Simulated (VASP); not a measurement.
# Nb5N4 in VASP: notebook

Aim: see how the results for Nb5N4 move with the level of theory and the settings. Levels: LDA, PBE. Tasks: single point.

All numbers are computed with VASP 6.6.1; they aren't measurements. Logs are shortened: lines on timing, memory, paths and dates and some standing lists are left out, and cuts for length are marked.

## Step 1: The structure

The cell holds a slab with vacuum, 9 atoms: a = 2.940 Å, b = 2.940 Å, c = 21.160 Å, α = 90.00°, β = 90.00°, γ = 120.00°.

## Step 2: Single point, LDA

INCAR

```
SYSTEM = Nb5N4
PREC     = Accurate       ! precision mode
ENCUT    = 400            ! plane-wave cutoff, eV
EDIFF    = 1E-7           ! SCF threshold, eV
ISMEAR   = 1              ! smearing method
SIGMA    = 0.1            ! smearing width, eV
LREAL    = .False.        ! projectors in reciprocal space
LASPH    = .True.         ! aspherical terms in the spheres
NELM     = 120            ! most SCF steps
ALGO     = Normal         ! electronic algorithm
ISIF     = 2              ! what is computed and relaxed
LWAVE    = .False.        ! write WAVECAR
LCHARG   = .False.        ! write CHGCAR
LDIPOL   = .True.       
IDIPOL   = 3            
DIPOL    = 0.5 0.5 0.500
NBANDS   = 60             ! bands
LVHAR    = .True.       
LVACPOTAV= .True.
```

KPOINTS

```
regular mesh
0
Gamma
  13 13 1
  0 0 0
```

POSCAR

```
Nb5N4
1.0
    2.9399979705      0.0000000000      0.0000000000
   -1.4699989852      2.5461129295      0.0000000000
    0.0000000000      0.0000000000     21.1600000000
Nb N
5 4
Direct
    0.0000000000      0.0000000000      0.2362948960
    0.0000000000      0.0000000000      0.3681474480
    0.0000000000      0.0000000000      0.5000000000
    0.0000000000      0.0000000000      0.6318525520
    0.0000000000      0.0000000000      0.7637051040
    0.6666666667      0.3333333334      0.3022211720
    0.6666666667      0.3333333334      0.4340737240
    0.6666666667      0.3333333334      0.5659262760
    0.6666666667      0.3333333334      0.6977788280
```

Potentials or basis: VASP PAW LDA potentials, release 64 (Nb_sv, N).

Run with:

```console
$ cat potpaw_LDA.64/Nb_sv/POTCAR potpaw_LDA.64/N/POTCAR > POTCAR
$ mpirun -np 1 vasp_std > vasp.out
```

OUTCAR:

```text
SYSTEM = Nb5N4
   PREC = Accurate
   ENCUT = 400
   EDIFF = 1E-7
   ISMEAR = 1
   LREAL = .False.
   LASPH = .True.
   NELM = 120
   ISIF = 2

 Found     21 irreducible k-points:

 Following reciprocal coordinates:
            Coordinates               Weight
  0.000000  0.000000  0.000000      1.000000
  0.076923 -0.000000  0.000000      6.000000
  0.153846 -0.000000  0.000000      6.000000
  0.230769 -0.000000  0.000000      6.000000
  0.307692 -0.000000  0.000000      6.000000
  0.384615 -0.000000  0.000000      6.000000
   k-points           NKPTS =     21   k-points in BZ     NKDIM =     21   number of bands    NBANDS=     60
   number of dos      NEDOS =    301   number of ions     NIONS =      9
   total plane-waves  NPLWV =  56000
   dimension x,y,z NGX =    20 NGY =   20 NGZ =  140
   dimension x,y,z NGXF=    40 NGYF=   40 NGZF=  280
   ions per type =               5   4
   NGX,Y,Z   is equivalent  to a cutoff of  11.31, 11.31, 11.00 a.u.
   NGXF,Y,Z  is equivalent  to a cutoff of  22.62, 22.62, 22.00 a.u.
 SYSTEM =  Nb5N4
   PREC   = accura    normal or accurate (medium, high low for compatibility)
   ISTART =      0    job   : 0-new  1-cont  2-samecut
   ICHARG =      2    charge: 1-file 2-atom 10-const
   ISPIN  =      1    spin polarized calculation?
   LNONCOLLINEAR =      F non collinear calculations
   LSORBIT =      F    spin-orbit coupling
   LASPH  =      T    aspherical Exc in radial PAW
   ENCUT  =  400.0 eV  29.40 Ry    5.42 a.u.   4.79  4.79 34.51*2*pi/ulx,y,z
   NELM   =    120;   NELMIN=  2; NELMDL= -5     # of ELM steps
   EDIFF  = 0.1E-06   stopping-criterion for ELM
   LREAL  =      F    real-space projection
   EDIFFG = 0.1E-05   stopping-criterion for IOM
   NSW    =      0    number of steps for IOM
   IBRION =     -1    ionic relax: 0-MD 1-quasi-New 2-CG
   NFREE  =      0    steps in history (QN), initial steepest desc. (CG)
   ISIF   =      2    stress and relaxation
   ISYM   =      2    0-nonsym 1-usesym 2-fastsym
   POTIM  = 0.5000    time-step for ionic-motion
   TEBEG  =    0.0;   TEEND  =   0.0 temperature during run
   PSTRESS=    0.0 pullay stress
   NELECT =      85.0000    total number of electrons
   NUPDOWN=      -1.0000    fix difference up-down
   EMIN   =  10.00;   EMAX   =-10.00  energy-range for DOS
   EFERMI =   0.00;   METHOD = LEGACY
   ISMEAR =     1;   SIGMA  =   0.10  broadening in eV -4-tet -1-fermi 0-gaus
   EFERMI_NEDOS =   21; number of points for ismear=-14 and -15
   IALGO  =     38    algorithm
   IMIX   =      4    mixing-type and parameters
     AMIX     =   0.40;   BMIX     =  1.00
     AMIX_MAG =   1.60;   BMIX_MAG =  1.00
  volume/ion in A,a.u.               =      17.60       118.77
  Fermi-wavevector in a.u.,A,eV,Ry     =   1.330355  2.514007 24.080211  1.769846
  Thomas-Fermi vector in A             =   2.459449
   LORBIT       =      0    0 simple, 1 ext, 2 COOP (PROOUT), +10 PAW based schemes
   GGA     = CA    functional components
   LHFCALC =     F    Hartree Fock is set to
   AEXX    =    0.0000 exact exchange contribution
   IVDW    =     0    specifies the selected vdW correction
   LEPSILON=     F    determine dielectric tensor
   LRPA    =     F    only Hartree local field effects (RPA)
 non-spin polarized calculation
 Methfessel and Paxton  Order N= 1 SIGMA  =   0.10
  energy-cutoff  :      400.00
  volume of cell :      158.39
 maximum number of plane-waves:      2902
 NGX is ok and might be reduce to    20
   NGX =  9   NGY =  9   NGZ = 69

 dipolmoment           0.000000      0.000000     -0.000000 electrons x Angstroem

 number of electron      85.0000000 magnetization

 dipolmoment           0.000000      0.000000      0.000000 electrons x Angstroem

 Free energy of the ion-electron system (eV)
  ---------------------------------------------------
  ext. energy  EPLUGINS =         0.00000000
  ---------------------------------------------------
  free energy    TOTEN  =      -100.69769757 eV

  energy without entropy =     -100.70047504  energy(sigma->0) =     -100.69862339

 E-fermi :   6.4529     XC(G=0):  -9.6688

 val. band max:        6.4402310123   @ k =   0.0769  -0.0000   0.0000
 cond. band min:       6.4748367498   @ k =   0.3846   0.2308   0.0000
 fundamental gap:      0.0346057375
 Fermi energy:         6.4529016092

 k-point     1 :       0.0000    0.0000    0.0000
  band No.  band energies     occupation
      1     -48.7165      2.00000
      2     -48.6830      2.00000
      3     -48.5859      2.00000
      4     -48.2717      2.00000
      5     -48.2716      2.00000
      6     -25.8102      2.00000
[... 46 lines left out ...]
     53       8.7580      0.00000
     54       9.6534      0.00000

 k-point     2 :       0.0769   -0.0000    0.0000
  band No.  band energies     occupation
      1     -48.7067      2.00000
      2     -48.6734      2.00000
      3     -48.5765      2.00000
      4     -48.2627      2.00000
      5     -48.2625      2.00000
      6     -25.7906      2.00000
[... 46 lines left out ...]
     53       9.1275      0.00000
     54       9.5841      0.00000

 k-point     3 :       0.1538   -0.0000    0.0000
  band No.  band energies     occupation
      1     -48.6794      2.00000
      2     -48.6466      2.00000
      3     -48.5504      2.00000
      4     -48.2376      2.00000
      5     -48.2375      2.00000
      6     -25.7356      2.00000
[... 46 lines left out ...]
     53       9.5509      0.00000
     54       9.6312      0.00000

 k-point     4 :       0.2308   -0.0000    0.0000
  band No.  band energies     occupation
      1     -48.6407      2.00000
      2     -48.6087      2.00000
      3     -48.5134      2.00000
      4     -48.2020      2.00000
      5     -48.2019      2.00000
      6     -25.6568      2.00000
[... 46 lines left out ...]
     53       9.4462      0.00000
     54       9.7877      0.00000

 k-point     5 :       0.3077   -0.0000    0.0000
  band No.  band energies     occupation
      1     -48.5993      2.00000
      2     -48.5681      2.00000
      3     -48.4737      2.00000
      4     -48.1639      2.00000
      5     -48.1638      2.00000
      6     -25.5715      2.00000
[... 46 lines left out ...]
     53       9.2888      0.00000
     54      10.1695      0.00000

 k-point     6 :       0.3846   -0.0000    0.0000
  band No.  band energies     occupation
      1     -48.5646      2.00000
      2     -48.5341      2.00000
      3     -48.4405      2.00000
      4     -48.1321      2.00000
      5     -48.1320      2.00000
      6     -25.4995      2.00000
[... 46 lines left out ...]
     53      10.2123      0.00000
     54      10.5338      0.00000

 [... further k-points ...]

 [bands above 54 left out]

------------------------ aborting loop because EDIFF is reached ----------------------------------------

  FORCE on cell =-STRESS in cart. coord.  units (eV):
  Direction    XX          YY          ZZ          XY          YZ          ZX
  --------------------------------------------------------------------------------------
  -------------------------------------------------------------------------------------
  Total       -7.9726079     -7.9726079      3.7010613     -0.0000000      0.0000000      0.0000000
  in kB      -80.6437341    -80.6437341     37.4366096     -0.0000000      0.0000000      0.0000000
  external PRESSURE =     -41.2836196 kB  Pullay stress =       0.0000000 kB

 VOLUME and BASIS-vectors are now :
 -----------------------------------------------------------------------------
  energy-cutoff  :      400.00
  volume of cell :      158.39
      direct lattice vectors                 reciprocal lattice vectors
     2.939997970  0.000000000  0.000000000     0.340136289  0.196377778  0.000000000
    -1.469998985  2.546112930  0.000000000     0.000000000  0.392755556  0.000000000
     0.000000000  0.000000000 21.160000000     0.000000000  0.000000000  0.047258979

 POSITION                                       TOTAL-FORCE (eV/Angst)
 -----------------------------------------------------------------------------------
      0.00000      0.00000      5.00000        -0.000000      0.000000     -0.410811
      0.00000      0.00000      7.79000         0.000000      0.000000     -0.474566
      0.00000      0.00000     10.58000         0.000000      0.000000      0.000000
      0.00000      0.00000     13.37000         0.000000      0.000000      0.474566
      0.00000      0.00000     16.16000         0.000000      0.000000      0.410811
      1.47000      0.84870      6.39500        -0.000000      0.000000      0.130924
      1.47000      0.84870      9.18500         0.000000     -0.000000      0.024757
      1.47000      0.84870     11.97500         0.000000     -0.000000     -0.024757
      1.47000      0.84870     14.76500        -0.000000      0.000000     -0.130924
 -----------------------------------------------------------------------------------
    total drift:                                0.000001     -0.000001      0.000000

  FREE ENERGIE OF THE ION-ELECTRON SYSTEM (eV)
  ---------------------------------------------------
  free  energy   TOTEN  =      -100.6976975650 eV

  energy  without entropy=     -100.7004750412  energy(sigma->0) =     -100.69862339
```

Run time: 1.9 min. Hardware: 1 thread of Intel Xeon 6975P-C (Granite Rapids), shared host; peak memory 0.23 GiB.

These settings aren't checked as converged: the numbers below hold their error.

Results:

* Free energy: -100.6977 eV
* Largest force: 0.475 eV/Å
* Band gap on the k mesh: none (metal or under the smearing width)

Caveat: the cutoff is under 1.25 times the usual one of these potentials, so pressure, stress and relaxed cells hold a basis-set (Pulay) error.

## Step 3: Single point, LDA

This run uses another cell than the first one, of 21.76 Å³/atom, 1.236 times its volume.

INCAR is that of step 2.

KPOINTS is that of step 2.

POSCAR

```
Nb5N4
1.0
    2.9399979705      0.0000000000      0.0000000000
   -1.4699989852      2.5461129295      0.0000000000
    0.0000000000      0.0000000000     26.1600000000
Nb N
5 4
Direct
    0.0000000000      0.0000000000      0.2866972477
    0.0000000000      0.0000000000      0.3933486239
    0.0000000000      0.0000000000      0.5000000000
    0.0000000000      0.0000000000      0.6066513761
    0.0000000000      0.0000000000      0.7133027523
    0.6666666667      0.3333333334      0.3400229358
    0.6666666667      0.3333333334      0.4466743119
    0.6666666667      0.3333333334      0.5533256881
    0.6666666667      0.3333333334      0.6599770642
```

Potentials or basis: VASP PAW LDA potentials, release 64 (Nb_sv, N).

Run with:

```console
$ cat potpaw_LDA.64/Nb_sv/POTCAR potpaw_LDA.64/N/POTCAR > POTCAR
$ mpirun -np 1 vasp_std > vasp.out
```

Run time: 3.8 min. Hardware: 1 thread of Intel Xeon 6975P-C (Granite Rapids), shared host; peak memory 0.26 GiB.

The run converged, but some of its settings lie outside the range that counts as converged, so its numbers aren't taken as properties of the slab.

What came out:

| Property | Result |
| --- | --- |
| Free energy | -100.7001 eV |
| Largest force | 0.474 eV/Å |
| Band gap on the k mesh | none (metal or under the smearing width) |
| Work function of the upper face | 5.12 eV |
| Work function of the lower face | 5.12 eV |

Caveat: the cutoff is under 1.25 times the usual one of these potentials, so pressure, stress and relaxed cells hold a basis-set (Pulay) error.

(Part 1 of 2 ends here.)
